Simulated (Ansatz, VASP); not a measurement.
# One calculation of Li2H, two programs

```
Li H
1.0
     1.41530   -2.44890   -0.00291
    -4.26001   -2.45844    0.08609
     0.07793    0.03834   -4.99699
Li H
4 2
Direct
  0.49994 0.84122 0.73513
  0.99992 0.34125 0.73512
  0.00008 0.65880 0.26490
  0.50005 0.15876 0.26486
  0.00000 0.99996 0.49998
  0.50001 0.50002 0.50001
```

Change from the starting cell: cell x2, atoms moved at random (sigma 0.15 Å) and cell strained at random (1.5 %), then relaxed without symmetry.

Alike in both runs: functional PBE; k mesh 8 × 4 × 4; occupations gaussian, width 0.2 eV; no spin polarisation.

Ansatz relaxed the structure, and its values are those at the end. VASP's run is a single point on that final structure, the one shown.

|  | VASP | Ansatz |
| --- | --- | --- |
| version | VASP 6.6.1 | Ansatz 0.2.0 |
| potentials or method | VASP PAW PBE potentials, release 64 (Li_sv, H) | scalar-relativistic, plane waves, PAW |
| plane-wave cutoff (eV) | 520 | 420 |
| valence electrons in the cell | 14 | 14 |

|  | VASP | Ansatz | Ansatz less VASP |
| --- | --- | --- | --- |
| gap on the k mesh at the Fermi level (eV) | none | none | - |
| rms of the force components (eV/Å) | 0.003 | 0.005 | +0.0013 |

A gap of «none» marks a metal or a gap that the smearing closes.
